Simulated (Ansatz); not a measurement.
# TiO2: the cell at several levels of theory

How does the equilibrium cell of TiO2 in the quartz host structure depend on the functional? It is relaxed with PBE, r2SCAN and PBEsol. This is a trial cell built on a prototype, not taken from a measured structure, and it needn't be the compound's ground state.

Code: Ansatz 0.2.0. PAW datasets, plane waves, zero pressure. Values at 0 K without nuclear motion; spin polarisation is off, and the phase may be a hypothetical one.

**1. Starting point**

The symmetry is P3_121 (No. 152, trigonal); a = 5.572 Å, c = 6.157 Å in the conventional setting, 18.39 Å³ an atom. Near Ti stand 4 O at 1.83 Å; near O stand 2 Ti at 1.83 Å.

Structure file:

```cif
data_structure
_symmetry_space_group_name_H-M 'P 1'
_symmetry_Int_Tables_number 1
_cell_length_a 5.5718
_cell_length_b 5.5718
_cell_length_c 6.1571
_cell_angle_alpha 90.000
_cell_angle_beta 90.000
_cell_angle_gamma 120.000
_cell_volume 165.54
loop_
_atom_site_label
_atom_site_type_symbol
_atom_site_fract_x
_atom_site_fract_y
_atom_site_fract_z
_atom_site_occupancy
Ti1 Ti 0.53109 0.53109 0.00000 1
Ti2 Ti 0.00000 0.46891 0.66667 1
Ti3 Ti 0.46891 0.00000 0.33333 1
O1 O 0.26922 0.41339 0.78489 1
O2 O 0.58661 0.85583 0.11822 1
O3 O 0.14417 0.73078 0.45156 1
O4 O 0.41339 0.26922 0.21511 1
O5 O 0.73078 0.14417 0.54844 1
O6 O 0.85583 0.58661 0.88178 1
```

**2. Relaxation with PBE**

The input, input.yaml:

```yaml
crystal:
  lattice:
    - [5.57178438, 0.0, 0.0]
    - [-2.78589219, 4.82530682, 0.0]
    - [0.0, 0.0, 6.15712047]
  atoms:
    - { symbol: Ti, position: [0.53108859, 0.53108859, 0.0] }
    - { symbol: Ti, position: [0.0, 0.46891141, 0.66666667] }
    - { symbol: Ti, position: [0.46891141, 0.0, 0.33333333] }
    - { symbol: O, position: [0.26922311, 0.41339429, 0.78489098] }
    - { symbol: O, position: [0.58660571, 0.85582882, 0.11822431] }
    - { symbol: O, position: [0.14417118, 0.73077689, 0.45155765] }
    - { symbol: O, position: [0.41339429, 0.26922311, 0.21510902] }
    - { symbol: O, position: [0.73077689, 0.14417118, 0.54844235] }
    - { symbol: O, position: [0.85582882, 0.58660571, 0.88177569] }
kpoints:
  mp_grid: { grid: [6, 6, 4] }
hamiltonian:
  xc: pbe
scf:
  occupations: { method: fermi_dirac, width: 0.02 }
relax:
  f_tol: 0.005
  cell: {}
```

The run is started by

```sh
ansatz run input.yaml --threads 2 --pin off --max-ram 20275MiB --backend cpu --events-out ev --progress --plain --runs-dir out
```

Further steps of the session: Relaxing with r2SCAN; Relaxing with PBEsol.

Before running it: what results should come out? Wanted: for each run, a; c; volume; space group; SCF geometries.

As calculated:

| level | a (Å) | c (Å) | volume (Å³/atom) | space group | SCF geometries |
| --- | --- | --- | --- | --- | --- |
| PBE | 5.748 | 6.317 | 20.083 | P6_422 | 19 |
| r2SCAN | 5.711 | 6.274 | 19.688 | P6_422 | 5 |
| PBEsol | 5.706 | 6.267 | 19.637 | P6_422 | 6 |

What this shows: From the start to the first minimum the volume moved by +9.2 %. The volume runs from PBEsol (least) to PBE (most), a spread of 2.3 %, or 0.8 % in length if all axes shared it alike.
